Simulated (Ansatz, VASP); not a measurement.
Re: VASP beside Ansatz

```
Re
1.0
     0.00000    1.91575    1.97500
     1.91575    0.00000    1.97500
     1.91575    1.91575    0.00000
Re
1
Direct
  0.00000 0.00000 0.00000
```

Change from the starting cell: equal xx and yy strain of -3 %, crystal datasets.

Alike in both runs: task electric field gradients; functional LDA; k mesh 14 × 14 × 14; occupations fermi-dirac, width 0.03 eV; no spin polarisation.

```csv
,VASP,Ansatz
version,VASP 6.6.1,Ansatz 0.2.0
potentials or method,"VASP PAW LDA potentials, release 64 (Re), cutoff 520 eV","all-electron PAW with datasets made for the crystal, scalar-relativistic"
```

|  | VASP | Ansatz | Ansatz less VASP |
| --- | --- | --- | --- |
| pressure (GPa) | -1.8 | -3.2 | -1.36 |
| largest component of the traceless stress (GPa) | 5.71 | 5.73 | +0.019 |
| Vzz of the field gradient on the site that differs most (V/Å²) | -21.4 | -28.2 | -6.80 |

Ansatz ran all-electron here, so the differences hold the error of VASP's frozen core and of both bases. Ansatz warned: «gradients_without_spin_orbit».

The runs have no spin-orbit coupling, so splittings on Re are missing.
